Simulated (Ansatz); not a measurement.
## Property card for Nb

All numbers below come from DFT r2SCAN, scalar-relativistic, plane waves, PAW in Ansatz 0.2.0.

Cutoff 500 eV; k points 18×18×18 on the computed 1-atom cell (Γ-centred); Gaussian smearing, width 0.10 eV; no spin polarisation.

The structure is relaxed at this level of theory with its symmetry kept. This fcc form isn't the element's structure at ambient conditions.

```
CELL_PARAMETERS angstrom
0.00000 2.10642 2.10642
2.10642 0.00000 2.10642
2.10642 2.10642 0.00000
ATOMIC_POSITIONS crystal
Nb 0.00000 0.00000 0.00000
```

| Item | Value |
| --- | --- |
| Space group | Fm-3m (No. 225) |
| Volume per atom | 18.69 Å³ |
| Formation energy from the elements' standard states (uncorrected) | +0.331 eV/atom |
| Generalised Kohn–Sham band gap | none (metal) |
| Density of states at the Fermi level | 1.24 states/eV per cell |
| Löwdin character within 0.5 eV of the Fermi level | Nb 4d 88 % |
| Bulk modulus | 169 GPa |
| Its pressure derivative | 3.4 |
| Bader charges (e) | Nb (1 in the cell) 0.00 |